One vibration in the table of this tetragonal form of aluminium is unstable. At X, the atoms can move in a direction that stretches none of their ten short contacts, and the weaker forces that remain drive them further. Every other mode in the table stretches some of them and has a real frequency. Broadly, the more a mode stretches these contacts, the higher its frequency.

Phonon frequencies of body-centred tetragonal Al (I4/mmm, one atom per primitive cell), from Ansatz 0.2.0 with PBE, PAW and a 420 eV plane-wave cutoff, a 24×24×24 k mesh and Fermi–Dirac smearing of 0.15 eV. They are interpolated from linear-response force constants on a 4×4×4 q mesh; negative values denote imaginary frequencies.

| row | mode phonon frequency (cm^-1) | mode q point | mode branch |
| --- | --- | --- | --- |
| 1 | -93.5 | X | 1 |
| 2 | 171.3 | X | 2 |
| 3 | 297.4 | X | 3 |
| 4 | 213.8 | M | 1 |
| 5 | 271.0 | M | 2 |
| 6 | 271.0 | M | 3 |
| 7 | 247.6 | Z | 1 |
| 8 | 264.8 | Z | 2 |
| 9 | 264.8 | Z | 3 |
| 10 | 247.6 | Z_0 | 1 |
| 11 | 264.8 | Z_0 | 2 |
| 12 | 264.8 | Z_0 | 3 |
| 13 | 193.0 | P | 1 |
| 14 | 193.0 | P | 2 |
| 15 | 275.2 | P | 3 |
| 16 | 113.0 | N | 1 |
| 17 | 178.7 | N | 2 |
| 18 | 318.0 | N | 3 |

The mode q point names the wavevector, which fixes how the motion changes phase from cell to cell. The mode branch numbers the three vibrations at that point from the lowest up. The negative entry, -93.5 cm⁻¹, stands for an imaginary frequency: atoms pushed along this pattern aren't pulled back but driven further. Since the cell holds a single atom, there is no contrast between light and heavy atoms, and the differences between modes come from stiffness alone.

The lattice is body-centred, with a square base of edge $a$ and a height $c$ about a fifth shorter. Each atom has eight neighbours along the body diagonals and two straight above and below, all at nearly the same distance. A contact resists a vibration in proportion to how far its two ends move relative to each other. It resists strongly if that motion runs along the contact. Motion across it meets only a weak force, which may even push the atoms further.

At X the wave runs along a diagonal of the square base. In the unstable mode the atoms move along the other base diagonal, at right angles to the wave. Four of the eight body-diagonal neighbours, and the two above and below, move in step with the central atom, so those contacts keep their length. The other four neighbours move in the opposite sense, but their contacts lie exactly at right angles to the motion and, for small displacements, aren't stretched either. For these ten contacts this follows from the body-centred arrangement and not from the exact ratio of $c$ to $a$. The fate of the mode here therefore rests on weaker forces. These are the sideways forces across the four opposed contacts and the forces from more distant atoms, among them the next four neighbours, at 3.48 Å, which do move against the central atom in this mode.

The other two modes at X belong to the same wave and differ only in the direction of motion. If the atoms move along $c$, the four opposed contacts are stretched a little, and the frequency is 171 cm⁻¹. If they move along the wave itself, the same contacts are strongly compressed and stretched, and it reaches 297 cm⁻¹. One wavevector can thus hold both an unstable mode and one of the stiffest in the table.

The argument becomes a simple model if all ten contacts share one constant $K$ for stretching and one constant $T$ for sideways motion:

$$\tilde\nu^2 = K S + T U,\qquad S=\sum(1-\cos\varphi)\cos^2\theta,\qquad U=\sum(1-\cos\varphi)\sin^2\theta .$$

Here $\tilde\nu$ is the frequency, negative squares mean imaginary frequencies, and the sums run over the ten neighbours. The phase difference between the two atoms is $\varphi$, and $\theta$ is the angle between contact and motion. Geometry and the computed directions of motion fix the stretching weight $S$ and the sideways weight $U$, so only $K$ and $T$ are adjustable.

The two constants were fitted to the stable modes, with Z_0 left out because it repeats Z. The fit gives $K\approx 14200$ cm⁻² and $T\approx -880$ cm⁻², the latter uncertain by about a quarter. For the unstable mode, which took no part in the fit, $S=0$ and $U=8$. The square is then $8T\approx-7031$ cm⁻², which means an imaginary frequency of about 84 cm⁻¹ in size. Within this model, the stable modes thus already point to the instability. The close match in size is partly a cancellation. All atoms at the cell centres oppose the central atom at M and half of them do at X, so their forces alone would make the signed squares of the first and third modes at X add up to the square of the pair at M. The computed sum is larger by about 6300 cm⁻². The excess comes from corner atoms that move in step at M but against the central atom at X, such as the four at 3.48 Å and the eight at 4.48 Å, which act alike on both modes. On balance these atoms resist the unstable motion. The drive comes from the opposed centre atoms, chiefly, one expects, the four diagonal neighbours, with a sideways force along this direction stronger than the averaged $T$.

The stretching weight also puts the stable modes in order. Frequency rises with it through the table, apart from one slight inversion between the upper mode at P and the pair at M, and some differences among modes of equal weight. The largest of these sets the third mode at X above the pair at M, and the model puts about half of it down to the smaller sideways weight at X. The model meets every frequency within 10 cm⁻¹ except the second mode at X, which it puts about 21 cm⁻¹ too low. No choice of forces among the ten contacts can meet both this mode and the single mode at M, since symmetry ties its square to half the square of the latter, which gives 151 cm⁻¹. The rest comes from the same corner atoms, opposed at X and in step at M; the table doesn't tell which shell of them matters most. The printed output below gives the weights and the prediction for each row.

M and P show how the order of directions can turn round. At M all eight body-diagonal neighbours move against the central atom, while those above and below move with it. Because the cell is squat, the diagonal contacts lean towards the base, and the pair of modes in the base plane lies above the single mode along $c$. At P the diagonal neighbours are a quarter of a cycle out of step, while the vertical ones move against the central atom, which stiffens motion along $c$ and lifts that mode to 275 cm⁻¹, well above the pair at 193 cm⁻¹.

Of the stable modes in the table, N holds both the softest, at 113 cm⁻¹, and the stiffest, at 318 cm⁻¹. Four of the diagonal neighbours and the two vertical ones move against the central atom there. In the soft mode the motion runs mostly across these six contacts; in the stiff one it has a large part along each of them. The soft mode at N is therefore a milder case of what happens at X: some stretching remains, and it is enough to keep the frequency real.

M alone gives a hint of the same negative sign of $T$. With stretching forces only, the two frequencies there would stand in the ratio $a/c$, which is 1.24; the computed ratio is 1.27, and within the model this excess calls for a negative sideways constant. It amounts to only a few cm⁻¹ in frequency, so it is weak evidence on its own. The next four neighbours, at 3.48 Å, move in step with the central atom at M and so have no part in this. In a picture of forces between pairs, a negative $T$ means that the contacts are squeezed and gain by buckling sideways. That is only one possible reading, since the calculation doesn't separate the forces in this way.

The instability isn't confined to X. In the interpolated curve the same branch is imaginary from the longest waves onwards, and halfway to X it was computed directly as -83 cm⁻¹. Forces between the ten neighbours alone, scaled to the computed value at X, would give only -66 cm⁻¹ there. The next four neighbours, at 3.48 Å, can't make up the difference, because along this branch their contribution changes with the wavevector in the same way. Forces from planes of atoms that move in step at X, the nearest lying two planes away along the wave, must therefore add to the instability there, and $K$ and $T$ are effective constants that absorb part of everything beyond the ten contacts.

For very long waves this motion becomes a uniform distortion that lengthens one edge of the square base and shortens the other. If the interpolated curve holds for such waves, the crystal has a negative elastic stiffness against this distortion. The distortion points towards the face-centred cubic structure, the stable form of aluminium. At equal volume that structure is reached when one base edge grows by 17%, the other shrinks by 17% and $c$ grows by 3%. A relaxation that keeps the base square can't take this path, which is why the calculation could settle in a structure that isn't a true minimum.

The frequencies come from density-functional theory with a single k mesh and a single smearing, and the electronic levels were only loosely converged. Differences of a few cm⁻¹ between modes therefore deserve no explanation. The unstable branch was computed directly only halfway to X and at X; its other points, and the frequencies at Z, are interpolated. That both direct values are imaginary makes an isolated slip unlikely, but they share the same k mesh and the same wide smearing, and a denser mesh with a narrower smearing would be the proper test.

Output of the analysis:

```
fit of sq on 14 rows ((mode_phonon_frequency > 0) & (~has(mode_q_point, 'Z_0'))): coefficient of near 14213 +/- 371, coefficient of side -878.9 +/- 202; rms 3187, worst 2 -6685, leave-one-out rms 3684
  rows outside the fit (model, value, miss): 1 -7031, -8742, 1711; 10 57378, 61306, -3927; 11 70426, 70119, 307; 12 70426, 70119, 307
Ten-contact model:
  row  stretching weight  sideways weight  predicted frequency in cm^-1  miss in cm^-1
    1                  0                8                        -83.85          9.649
    2              1.967            6.033                         150.5         -20.77
    3              6.033            1.967                         289.9         -7.543
    4              3.934            12.07                         212.9        -0.9196
    5              6.033            9.967                         277.5          6.463
    6              6.033            9.967                         277.5          6.463
    7              4.729            11.19                         239.5         -8.062
    8              5.593            10.32                         265.4         0.5795
    9              5.593            10.32                         265.4         0.5795
   10              4.729            11.19                         239.5         -8.062
   11              5.593            10.32                         265.4         0.5795
   12              5.593            10.32                         265.4         0.5795
   13              3.016            8.984                           187         -5.978
   14              3.016            8.984                           187         -5.978
   15              5.967            6.033                           282          6.779
   16              1.645            10.35                         119.5          6.506
   17              3.016            8.984                           187          8.322
   18              7.339            4.661                         316.6         -1.443
sideways constant as percentage of stretching constant: -6.183
ratio of M frequencies, pair to single: 1.268
the same ratio for pure stretching, a/c: 1.238
lowest X mode estimated from the two M frequencies alone, cm^-1 (negative: imaginary): -56.07
unstable branch halfway to X by the ten-contact shape, cm^-1 (further outputs: -83.0): -66.11
change of first basal edge to reach fcc at equal volume, percent: 17.33
change of second basal edge, percent: -17.04
change of c edge, percent: 2.732
```
